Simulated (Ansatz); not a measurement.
The system is TiSi2.

```
Ti Si
1.0
    -1.47287    1.71213    4.21208
     1.47287   -1.71213    4.21208
     1.47287    1.71213   -4.21208
Ti Si
1 2
Direct
  0.00000 0.00000 0.00000
  0.67008 0.67008 0.00000
  0.32992 0.32992 0.00000
```

The cell comes from a database or a generator and needn't be the stable form of this composition.

- Program: Ansatz 0.2.0
- Task: relaxation of cell and atoms
- Functional: PBE
- Potentials or basis: Ansatz PAW
- Cutoff: 420 eV (not typed: the program's choice for these potentials)
- k mesh: 12 × 12 × 12
- Occupations: fermi-dirac, width 0.05 eV
- Spin: no spin polarisation
- Hubbard terms: Ti d U = 3 eV

At the start: volume 14.16 Å³/atom.

How do energy, volume and symmetry change on relaxing?

It ends after 6 steps and the volume is 14.44 Å³/atom (+1.9 %); space group Immm (No. 71, to 0.05 Å).

Step by step:
| step | energy change (eV) | largest force (eV/Å) | volume (Å³) |
| --- | --- | --- | --- |
| 1 | 0.0000 | 0.1251 | 42.49 |
| 2 | -0.0081 | 0.0258 | 43.40 |
| 3 | -0.0083 | 0.0218 | 43.34 |
| 4 | -0.0083 | 0.0037 | 43.30 |
| 5 | -0.0083 | 0.0006 | 43.31 |
| 6 | -0.0085 | 0.0006 | 43.31 |

Final structure:
```cif
data_structure
_symmetry_space_group_name_H-M 'P 1'
_symmetry_Int_Tables_number 1
_cell_length_a 4.8084
_cell_length_b 4.8084
_cell_length_c 4.8084
_cell_angle_alpha 143.960
_cell_angle_beta 138.142
_cell_angle_gamma 56.399
_cell_volume 43.31
loop_
_atom_site_label
_atom_site_type_symbol
_atom_site_fract_x
_atom_site_fract_y
_atom_site_fract_z
_atom_site_occupancy
Ti1 Ti 0.00000 0.00000 0.00000 1
Si1 Si 0.67183 0.67183 0.00000 1
Si2 Si 0.32817 0.32817 0.00000 1
```

Caveat: the plane-wave basis is chosen anew once the cell has moved, so the energies of steps on either side of that aren't comparable; U without spin polarisation on a metal has little footing; the U is typed as a test and isn't derived for this compound.
